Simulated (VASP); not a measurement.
# ZrSe2 (P-3m1) in VASP: a series of runs

The runs below take ZrSe2 through band structure, with LDA, PBE, PBEsol.

Program: VASP 6.6.1. These are calculated values, not measurements. Logs are shortened: lines on timing, memory, paths and dates and some standing lists are left out, and cuts for length are marked.

**The experiment to reproduce.**

“Stress-Tuned Optical Transitions in Layered 1T-MX2 (M= Hf, Zr, Sn; X= S, Se) Crystals”, 2022, arxiv:2210.12074 quotes, for a bulk crystal of ZrSe2: band gap 1.2 eV (indirect).

The results are compared with them further down.

### 1 The structure

The structure is trigonal, space group P-3m1 (No. 164). Conventional cell: a = 3.798 Å, b = 3.798 Å, c = 6.192 Å, α = 90.00°, β = 90.00°, γ = 120.00°. Zr (site symmetry -3m) is surrounded by 6 Se at 2.68 Å. Se (site symmetry 3m) has 3 Zr at 2.68 Å as nearest neighbours.

### 2 Band structure, LDA

POSCAR reads:

```
ZrSe2
1.0
    3.7980000000      0.0000000000      0.0000000000
   -1.8990000000      3.2891644836      0.0000000000
    0.0000000000      0.0000000000      6.1920000000
Zr Se
1 2
Direct
    0.0000000000      0.0000000000      0.0000000000
    0.6666666667      0.3333333333      0.7500000000
    0.3333333333      0.6666666667      0.2500000000
```

INCAR.step1 reads:

```
SYSTEM = ZrSe2
  ALGO = Normal
  EDIFF = 1E-6
  ENCUT = 520
  GGA = CA
  ISIF = 2
  ISMEAR = 0
  LASPH = .TRUE.
  LCHARG = .TRUE.
  LMAXMIX = 4
  LREAL = .FALSE.
  LWAVE = .FALSE.
  NBANDS = 19
  NELM = 100
  PREC = Accurate
  SIGMA = 0.02
```

KPOINTS.step1 reads:

```
k-points
0
G
  8 8 6
  0 0 0
```

INCAR.step2 reads:

```
SYSTEM = ZrSe2
  ALGO = Normal
  EDIFF = 1E-6
  ENCUT = 520
  GGA = CA
  ICHARG = 11
  ISIF = 2
  ISMEAR = 0
  LASPH = .TRUE.
  LCHARG = .FALSE.
  LMAXMIX = 4
  LREAL = .FALSE.
  LWAVE = .FALSE.
  NBANDS = 19
  NELM = 100
  PREC = Accurate
  SIGMA = 0.05
```

KPOINTS.step2 reads:

```
path GMKGALHA,LM,KH
20
line-mode
reciprocal
 0.0000000000  0.0000000000  0.0000000000  G
 0.5000000000  0.0000000000  0.0000000000  M

 0.5000000000  0.0000000000  0.0000000000  M
 0.3333333333  0.3333333333  0.0000000000  K

 0.3333333333  0.3333333333  0.0000000000  K
 0.0000000000  0.0000000000  0.0000000000  G

 0.0000000000  0.0000000000  0.0000000000  G
 0.0000000000  0.0000000000  0.5000000000  A

 0.0000000000  0.0000000000  0.5000000000  A
 0.5000000000  0.0000000000  0.5000000000  L

 0.5000000000  0.0000000000  0.5000000000  L
 0.3333333333  0.3333333333  0.5000000000  H

 0.3333333333  0.3333333333  0.5000000000  H
 0.0000000000  0.0000000000  0.5000000000  A

 0.5000000000  0.0000000000  0.5000000000  L
 0.5000000000  0.0000000000  0.0000000000  M

 0.3333333333  0.3333333333  0.0000000000  K
 0.3333333333  0.3333333333  0.5000000000  H
```

Potentials or basis: VASP PAW LDA potentials, release 64 (Zr_sv, Se).

The run is started by

```sh
$ cat potpaw_LDA.64/Zr_sv/POTCAR potpaw_LDA.64/Se/POTCAR > POTCAR
$ cp INCAR.step1 INCAR
$ cp KPOINTS.step1 KPOINTS
$ mpirun -np 1 vasp_std > vasp.out
$ cp INCAR.step2 INCAR
$ cp KPOINTS.step2 KPOINTS
$ mpirun -np 1 vasp_std > vasp.out
```

OUTCAR:

```text
SYSTEM = ZrSe2
   EDIFF = 1E-6
   ENCUT = 520
   GGA = CA
   ICHARG = 11
   ISIF = 2
   ISMEAR = 0
   LASPH = .TRUE.
   LREAL = .FALSE.
   NELM = 100
   PREC = Accurate

 ion  position               nearest neighbor table
   1  0.000  0.000  0.000-   2 2.68   3 2.68   2 2.68   3 2.68   2 2.68   3 2.68
   2  0.667  0.333  0.750-   1 2.68   1 2.68   1 2.68
   3  0.333  0.667  0.250-   1 2.68   1 2.68   1 2.68

  LATTYP: Found a hexagonal cell.
 ALAT       =     3.7980000000
 C/A-ratio  =     1.6303317536

  Lattice vectors:

 A1 = (   3.7980000000,   0.0000000000,   0.0000000000)
 A2 = (  -1.8990000000,   3.2891644836,   0.0000000000)
 A3 = (   0.0000000000,   0.0000000000,   6.1920000000)

Analysis of symmetry for initial positions (statically):
=====================================================================
 Subroutine PRICEL returns:
 Original cell was already a primitive cell.

 Routine SETGRP: Setting up the symmetry group for a
 hexagonal supercell.

 Subroutine GETGRP returns: Found 12 space group operations
 (whereof 12 operations were pure point group operations)
 out of a pool of 24 trial point group operations.

The static configuration has the point symmetry D_3d.

Analysis of symmetry for dynamics (positions and initial velocities):
=====================================================================
 Subroutine PRICEL returns:
 Original cell was already a primitive cell.

 Routine SETGRP: Setting up the symmetry group for a
 hexagonal supercell.

 Subroutine GETGRP returns: Found 12 space group operations
 (whereof 12 operations were pure point group operations)
 out of a pool of 24 trial point group operations.

The dynamic configuration has the point symmetry D_3d.

 Subroutine INISYM returns: Found 12 space group operations
 (whereof 12 operations are pure point group operations),
 and found     1 'primitive' translations

----------------------------------------------------------------------------------------

                                     Primitive cell

  volume of cell :      77.3520

  direct lattice vectors                    reciprocal lattice vectors
     3.798000000  0.000000000  0.000000000     0.263296472  0.152014289  0.000000000
    -1.899000000  3.289164484  0.000000000     0.000000000  0.304028578  0.000000000
     0.000000000  0.000000000  6.192000000     0.000000000  0.000000000  0.161498708

  length of vectors
     3.798000000  3.798000000  6.192000000     0.304028578  0.304028578  0.161498708

  position of ions in fractional coordinates (direct lattice)
     0.000000000  0.000000000  0.000000000
     0.666666667  0.333333333  0.750000000
     0.333333333  0.666666667  0.250000000

  ion indices of the primitive-cell ions
   primitive index   ion index
                 1           1
                 2           2
                 3           3

----------------------------------------------------------------------------------------

 KPOINTS: path GMKGALHA,LM,KH

Interpolating k-points between supplied coordinates.

 Line segments in fractional coordinates (reciprocal lattice):
    0.000000  0.000000  0.000000  ...  0.500000  0.000000  0.000000
    0.500000  0.000000  0.000000  ...  0.333333  0.333333  0.000000
    0.333333  0.333333  0.000000  ...  0.000000  0.000000  0.000000
    0.000000  0.000000  0.000000  ...  0.000000  0.000000  0.500000
    0.000000  0.000000  0.500000  ...  0.500000  0.000000  0.500000
    0.500000  0.000000  0.500000  ...  0.333333  0.333333  0.500000
    0.333333  0.333333  0.500000  ...  0.000000  0.000000  0.500000
    0.500000  0.000000  0.500000  ...  0.500000  0.000000  0.000000
    0.333333  0.333333  0.000000  ...  0.333333  0.333333  0.500000

 Generated    20 points on each line segment, for a total of    180 k-points:

 Following reciprocal coordinates:
            Coordinates               Weight
  0.000000  0.000000  0.000000      0.005556
  0.026316  0.000000  0.000000      0.005556
  0.052632  0.000000  0.000000      0.005556
  0.078947  0.000000  0.000000      0.005556
[... 48 lines left out ...]
     18       8.6776      0.00000
     19       9.1183      0.00000

 k-point     2 :       0.0263    0.0000    0.0000
  band No.  band energies     occupation
      1     -45.0039      2.00000
      2     -23.2093      2.00000
      3     -23.1015      2.00000
      4     -23.1004      2.00000
      5      -9.0517      2.00000
      6      -7.7966      2.00000
[... 11 lines left out ...]
     18       8.7221      0.00000
     19       9.2205      0.00000

 k-point     3 :       0.0526    0.0000    0.0000
  band No.  band energies     occupation
      1     -45.0036      2.00000
      2     -23.2084      2.00000
      3     -23.1054      2.00000
      4     -23.1013      2.00000
      5      -9.0326      2.00000
      6      -7.7988      2.00000
[... 11 lines left out ...]
     18       8.8528      0.00000
     19       9.4509      0.00000

 k-point     4 :       0.0789    0.0000    0.0000
  band No.  band energies     occupation
      1     -45.0032      2.00000
      2     -23.2069      2.00000
      3     -23.1118      2.00000
      4     -23.1026      2.00000
      5      -9.0011      2.00000
      6      -7.8025      2.00000
[... 11 lines left out ...]
     18       9.0569      0.00000
     19       9.7367      0.00000

 k-point     5 :       0.1053    0.0000    0.0000
  band No.  band energies     occupation
      1     -45.0026      2.00000
      2     -23.2049      2.00000
      3     -23.1205      2.00000
      4     -23.1045      2.00000
      5      -8.9578      2.00000
      6      -7.8074      2.00000
[... 11 lines left out ...]
     18       9.3163      0.00000
     19      10.0506      0.00000
[... 334 lines left out ...]
      2     -23.2892      2.00000
      3     -23.1638      2.00000
      4     -23.1410      2.00000
      5      -8.0687      2.00000
      6      -7.8009      2.00000
[... 11 lines left out ...]
     18       9.9709      0.00000
     19      11.2467      0.00000

 k-point    22 :       0.4912    0.0175    0.0000
  band No.  band energies     occupation
      1     -44.9914      2.00000
      2     -23.2890      2.00000
      3     -23.1638      2.00000
      4     -23.1413      2.00000
      5      -8.0676      2.00000
      6      -7.8011      2.00000
[... 11 lines left out ...]
     18      10.0102      0.00000
     19      11.2484      0.00000

 k-point    23 :       0.4825    0.0351    0.0000
  band No.  band energies     occupation
      1     -44.9914      2.00000
      2     -23.2884      2.00000
      3     -23.1637      2.00000
      4     -23.1425      2.00000
      5      -8.0643      2.00000
      6      -7.8017      2.00000
[... 11 lines left out ...]
     18      10.1120      0.00000
     19      11.2533      0.00000

 k-point    24 :       0.4737    0.0526    0.0000
  band No.  band energies     occupation
      1     -44.9914      2.00000
      2     -23.2875      2.00000
      3     -23.1636      2.00000
      4     -23.1443      2.00000
      5      -8.0589      2.00000
      6      -7.8028      2.00000
[... 11 lines left out ...]
     18      10.2509      0.00000
     19      11.2548      0.00000

 [... further k-points ...]
[... 5 lines left out ...]
  --------------------------------------------------------------------------------------
  -------------------------------------------------------------------------------------
  Total        0.2607732      0.2607732     -0.4546386     -0.0000000      0.0000000     -0.0000000
  in kB        5.4013465      5.4013465     -9.4168452     -0.0000000      0.0000000     -0.0000000
  external PRESSURE =       0.4619492 kB  Pullay stress =       0.0000000 kB

 VOLUME and BASIS-vectors are now :
 -----------------------------------------------------------------------------
  energy-cutoff  :      520.00
  volume of cell :       77.35
      direct lattice vectors                 reciprocal lattice vectors
     3.798000000  0.000000000  0.000000000     0.263296472  0.152014289  0.000000000
    -1.899000000  3.289164484  0.000000000     0.000000000  0.304028578  0.000000000
     0.000000000  0.000000000  6.192000000     0.000000000  0.000000000  0.161498708

 POSITION                                       TOTAL-FORCE (eV/Angst)
 -----------------------------------------------------------------------------------
      0.00000      0.00000      0.00000        -0.000000      0.000000     -0.000000
      1.89900      1.09639      4.64400        -0.000000     -0.000000      0.230269
     -0.00000      2.19278      1.54800         0.000000      0.000000     -0.230269
 -----------------------------------------------------------------------------------
    total drift:                               -0.000000     -0.000000     -0.000000

  FREE ENERGIE OF THE ION-ELECTRON SYSTEM (eV)
  ---------------------------------------------------
  free  energy   TOTEN  =       -20.8975066839 eV

  energy  without entropy=      -20.8975060099  energy(sigma->0) =      -20.89750635
```

It took 2.3 min on 1 thread of Intel Xeon Platinum 8488C (Sapphire Rapids), shared host; peak memory 0.35 GiB.

What came out:

* Band gap on the k mesh: 0.29 eV, indirect (least direct gap 0.97 eV)
* Band gap along the path: 0.28 eV, indirect (least direct gap 0.97 eV)

Levels at the corners of the path, in eV from the valence-band top:
```csv
point,band 8,band 9,band 10,band 11,band 12,band 13,band 14,band 15,band 16,band 17
Γ,-2.74,-2.74,-0.06,-0.06,-0.01,0.96,0.96,1.48,4.31,4.31
M,-2.95,-2.71,-2.52,-2.16,-1.37,0.49,2.42,2.76,4.76,5.05
M,-2.95,-2.71,-2.52,-2.16,-1.37,0.49,2.42,2.76,4.76,5.05
K,-3.59,-3.59,-2.33,-2.33,-1.75,1.59,2.53,2.53,4.02,4.02
K,-3.59,-3.59,-2.33,-2.33,-1.75,1.59,2.53,2.53,4.02,4.02
Γ,-2.74,-2.74,-0.06,-0.06,-0.01,0.96,0.96,1.48,4.31,4.31
Γ,-2.74,-2.74,-0.06,-0.06,-0.01,0.96,0.96,1.48,4.31,4.31
A,-2.70,-2.70,-2.13,-0.22,-0.22,0.93,0.93,1.87,4.71,4.71
A,-2.70,-2.70,-2.13,-0.22,-0.22,0.93,0.93,1.87,4.71,4.71
L,-3.63,-2.69,-2.55,-1.06,-0.98,0.28,2.42,2.75,4.46,4.84
L,-3.63,-2.69,-2.55,-1.06,-0.98,0.28,2.42,2.75,4.46,4.84
H,-3.76,-3.39,-2.39,-2.01,-2.01,1.66,2.11,2.11,4.84,4.84
H,-3.76,-3.39,-2.39,-2.01,-2.01,1.66,2.11,2.11,4.84,4.84
A,-2.70,-2.70,-2.13,-0.22,-0.22,0.93,0.93,1.87,4.71,4.71
L,-3.63,-2.69,-2.55,-1.06,-0.98,0.28,2.42,2.75,4.46,4.84
M,-2.95,-2.71,-2.52,-2.16,-1.37,0.49,2.42,2.76,4.76,5.05
K,-3.59,-3.59,-2.33,-2.33,-1.75,1.59,2.53,2.53,4.02,4.02
H,-3.76,-3.39,-2.39,-2.01,-2.01,1.66,2.11,2.11,4.84,4.84
```

Caveat: the log is that of the step along the path at fixed density, whose energy, stress, charges and moments have no meaning.

### 3 Band structure, PBE

POSCAR is that of step 2.

Edit INCAR.step1 of step 2 so:

```diff
@@ -4,3 +4,3 @@
   ENCUT = 520
-  GGA = CA
+  GGA = PE
   ISIF = 2
```

KPOINTS.step1 is that of step 2.

Edit INCAR.step2 of step 2 so:

```diff
@@ -4,3 +4,3 @@
   ENCUT = 520
-  GGA = CA
+  GGA = PE
   ICHARG = 11
```

KPOINTS.step2 is that of step 2.

Potentials or basis: VASP PAW PBE potentials, release 64 (Zr_sv, Se).

The run is started by

```sh
$ cat potpaw_PBE.64/Zr_sv/POTCAR potpaw_PBE.64/Se/POTCAR > POTCAR
$ cp INCAR.step1 INCAR
$ cp KPOINTS.step1 KPOINTS
$ mpirun -np 1 vasp_std > vasp.out
$ cp INCAR.step2 INCAR
$ cp KPOINTS.step2 KPOINTS
$ mpirun -np 1 vasp_std > vasp.out
```

It took 2.7 min on 1 thread of Intel Xeon Platinum 8488C (Sapphire Rapids), shared host; peak memory 0.36 GiB.

Results (log left out):

- Band gap on the k mesh: 0.37 eV, indirect (least direct gap 1.05 eV)
- Band gap along the path: 0.37 eV, indirect (least direct gap 1.05 eV)

Levels at the corners of the path, in eV from the valence-band top:
```csv
point,band 8,band 9,band 10,band 11,band 12,band 13,band 14,band 15,band 16,band 17
Γ,-2.74,-2.74,-0.06,-0.06,-0.01,1.05,1.05,1.58,4.33,4.33
M,-2.94,-2.68,-2.51,-2.14,-1.37,0.57,2.51,2.85,4.85,5.06
M,-2.94,-2.68,-2.51,-2.14,-1.37,0.57,2.51,2.85,4.85,5.06
K,-3.56,-3.56,-2.32,-2.32,-1.75,1.69,2.60,2.60,4.07,4.07
K,-3.56,-3.56,-2.32,-2.32,-1.75,1.69,2.60,2.60,4.07,4.07
Γ,-2.74,-2.74,-0.06,-0.06,-0.01,1.05,1.05,1.58,4.33,4.33
Γ,-2.74,-2.74,-0.06,-0.06,-0.01,1.05,1.05,1.58,4.33,4.33
A,-2.69,-2.69,-2.06,-0.23,-0.23,1.02,1.02,1.96,4.72,4.72
A,-2.69,-2.69,-2.06,-0.23,-0.23,1.02,1.02,1.96,4.72,4.72
L,-3.60,-2.68,-2.53,-1.06,-0.99,0.37,2.50,2.83,4.49,4.99
L,-3.60,-2.68,-2.53,-1.06,-0.99,0.37,2.50,2.83,4.49,4.99
H,-3.72,-3.36,-2.36,-2.01,-2.01,1.75,2.20,2.20,4.86,4.86
H,-3.72,-3.36,-2.36,-2.01,-2.01,1.75,2.20,2.20,4.86,4.86
A,-2.69,-2.69,-2.06,-0.23,-0.23,1.02,1.02,1.96,4.72,4.72
L,-3.60,-2.68,-2.53,-1.06,-0.99,0.37,2.50,2.83,4.49,4.99
M,-2.94,-2.68,-2.51,-2.14,-1.37,0.57,2.51,2.85,4.85,5.06
K,-3.56,-3.56,-2.32,-2.32,-1.75,1.69,2.60,2.60,4.07,4.07
H,-3.72,-3.36,-2.36,-2.01,-2.01,1.75,2.20,2.20,4.86,4.86
```

Caveat: the log is that of the step along the path at fixed density, whose energy, stress, charges and moments have no meaning; this functional lacks dispersion, which binds the layers, so the pressure and a relaxed spacing across them are unreliable.

### 4 Band structure, PBEsol

POSCAR is that of step 3.

Edit INCAR.step1 of step 3 so:

```diff
@@ -4,3 +4,3 @@
   ENCUT = 520
-  GGA = PE
+  GGA = PS
   ISIF = 2
```

KPOINTS.step1 is that of step 3.

Edit INCAR.step2 of step 3 so:

```diff
@@ -4,3 +4,3 @@
   ENCUT = 520
-  GGA = PE
+  GGA = PS
   ICHARG = 11
```

KPOINTS.step2 is that of step 3.

The run is started by

```sh
$ cat potpaw_PBE.64/Zr_sv/POTCAR potpaw_PBE.64/Se/POTCAR > POTCAR
$ cp INCAR.step1 INCAR
$ cp KPOINTS.step1 KPOINTS
$ mpirun -np 1 vasp_std > vasp.out
$ cp INCAR.step2 INCAR
$ cp KPOINTS.step2 KPOINTS
$ mpirun -np 1 vasp_std > vasp.out
```

Wall time 2.4 min (1 thread of Intel Xeon Platinum 8488C (Sapphire Rapids), shared host); peak memory 0.37 GiB.

Results (log left out):

- Band gap on the k mesh: 0.32 eV, indirect (least direct gap 1.01 eV)
- Band gap along the path: 0.31 eV, indirect (least direct gap 1.01 eV)

Levels at the corners of the path, in eV from the valence-band top:
```
point  band 9  band 10  band 11  band 12  band 13  band 14  band 15  band 16
    Γ   -2.75    -0.06    -0.06    -0.01     1.00     1.00     1.53     4.33
    M   -2.70    -2.52    -2.16    -1.38     0.52     2.48     2.82     4.81
    M   -2.70    -2.52    -2.16    -1.38     0.52     2.48     2.82     4.81
    K   -3.59    -2.34    -2.34    -1.77     1.64     2.57     2.57     4.05
    K   -3.59    -2.34    -2.34    -1.77     1.64     2.57     2.57     4.05
    Γ   -2.75    -0.06    -0.06    -0.01     1.00     1.00     1.53     4.33
    Γ   -2.75    -0.06    -0.06    -0.01     1.00     1.00     1.53     4.33
    A   -2.70    -2.11    -0.22    -0.22     0.98     0.98     1.91     4.73
    A   -2.70    -2.11    -0.22    -0.22     0.98     0.98     1.91     4.73
    L   -2.69    -2.55    -1.07    -0.99     0.31     2.48     2.80     4.49
    L   -2.69    -2.55    -1.07    -0.99     0.31     2.48     2.80     4.49
    H   -3.40    -2.40    -2.01    -2.01     1.71     2.16     2.16     4.86
    H   -3.40    -2.40    -2.01    -2.01     1.71     2.16     2.16     4.86
    A   -2.70    -2.11    -0.22    -0.22     0.98     0.98     1.91     4.73
    L   -2.69    -2.55    -1.07    -0.99     0.31     2.48     2.80     4.49
    M   -2.70    -2.52    -2.16    -1.38     0.52     2.48     2.82     4.81
    K   -3.59    -2.34    -2.34    -1.77     1.64     2.57     2.57     4.05
    H   -3.40    -2.40    -2.01    -2.01     1.71     2.16     2.16     4.86
```

Caveat: the log is that of the step along the path at fixed density, whose energy, stress, charges and moments have no meaning; the PAW data sets were made with another functional, which shifts forces and pressure a little; this functional lacks dispersion, which binds the layers, so the pressure and a relaxed spacing across them are unreliable.

### 5 The runs side by side

| level | potentials or basis | gap on the mesh (eV) |
| --- | --- | --- |
| LDA | VASP PAW LDA potentials, release 64 (Zr_sv, Se) | 0.29 |
| PBE | VASP PAW PBE potentials, release 64 (Zr_sv, Se) | 0.37 |
| PBEsol | VASP PAW PBE potentials, release 64 (Zr_sv, Se) | 0.32 |

Alike in all rows: task band structure; no spin polarisation; cell as given; k mesh 8 × 8 × 6; cutoff (eV) 520; smearing gaussian 0.02 eV.

Caveats: this functional lacks dispersion, which binds the layers, so the pressure and a relaxed spacing across them are unreliable (some runs); the PAW data sets were made with another functional, which shifts forces and pressure a little (some runs).

Absolute energies hang on the potentials; compare differences alone.

### 6 Against experiment

Step 2. A measured gap of ZrSe2 is 1.2 eV (indirect; quoted in “Stress-Tuned Optical Transitions in Layered 1T-MX2 (M= Hf, Zr, Sn; X= S, Se) Crystals”, 2022, arxiv:2210.12074); the calculated 0.28 eV misses it by -0.92 eV. Spin-orbit coupling on Se, Zr is left out. The value is that of LDA, without temperature or zero-point motion. Semilocal functionals fall short of measured gaps as a rule.

Step 3. Measured gap of ZrSe2: 1.2 eV (indirect; quoted in “Stress-Tuned Optical Transitions in Layered 1T-MX2 (M= Hf, Zr, Sn; X= S, Se) Crystals”, 2022, arxiv:2210.12074). This calculation gives 0.37 eV (-0.83 eV). Spin-orbit coupling on Se, Zr is left out. The value is that of PBE, without temperature or zero-point motion. Semilocal functionals fall short of measured gaps as a rule.

Step 4. A measured gap of ZrSe2 is 1.2 eV (indirect; quoted in “Stress-Tuned Optical Transitions in Layered 1T-MX2 (M= Hf, Zr, Sn; X= S, Se) Crystals”, 2022, arxiv:2210.12074); the calculated 0.31 eV misses it by -0.89 eV. Spin-orbit coupling on Se, Zr is left out. The value is that of PBEsol, without temperature or zero-point motion. Semilocal functionals fall short of measured gaps as a rule.
